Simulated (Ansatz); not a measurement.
Write the native input for Ansatz 0.2.0 that does the following.

```
Task                : relaxation of cell and atoms
Functional          : PBEsol
Potentials or basis : Ansatz PAW
Cutoff              : 420 eV (not typed: the program's choice for these potentials)
k mesh              : 7 × 7 × 7
Occupations         : fermi-dirac, width 0.05 eV
Spin                : no spin polarisation
```

Crystal: TePb.

```xyz
2
Lattice="0.0000 3.2310 3.2310 3.2310 0.0000 3.2310 3.2310 3.2310 0.0000" Properties=species:S:1:pos:R:3 pbc="T T T"
Pb    0.0000    0.0000    0.0000
Te    3.2310    3.2310    3.2310
```

One way to write it, as run:

input.yaml

```yaml
crystal:
  lattice:
    - [0.0, 3.231, 3.231]
    - [3.231, 0.0, 3.231]
    - [3.231, 3.231, 0.0]
  atoms:
    - { symbol: Pb, position: [0.0, 0.0, 0.0] }
    - { symbol: Te, position: [0.5, 0.5, 0.5] }
hamiltonian:
  xc: pbesol
  pseudopotentials: { kind: paw }
kpoints:
  mp_grid: { grid: [7, 7, 7] }
scf:
  occupations: { method: fermi_dirac, width: 0.05 }
output:
  forces: true
  stress: true
relax:
  f_tol: 0.01
  max_steps: 40
  cell: { stress_tol: 0.05 }
```

Potentials or basis: Ansatz PAW.

The run is started by

```sh
$ ansatz run input.yaml --threads 2 --pin off --max-ram 5632MiB --backend cpu --events-out ev --progress --plain --runs-dir out
```

It gave:

```yaml
Relaxed_volume: 33.42 Å³/atom
Relaxed_cell: a = 4.555 Å, b = 4.555 Å, c = 4.555 Å, α = 60.00°, β = 60.00°, γ = 60.00°
Space_group_after_relaxing_to_0.05_Å: Fm-3m (No. 225)
Energy_gained_by_relaxing: 0.4 meV/atom
Ionic_steps: 4
Pressure_after_relaxing: 0.0 GPa
```

Caveat: the plane-wave basis is chosen anew once the cell has moved, so the energies of steps on either side of that aren't comparable; the PAW data sets come from PBE, with cores solved anew for the run's functional, which leaves a small shift of forces and pressure.

It took 1.8 s on 2 threads of Intel(R) Xeon(R) 6975P-C (Granite Rapids) (shared host), peak memory 0.41 GiB.
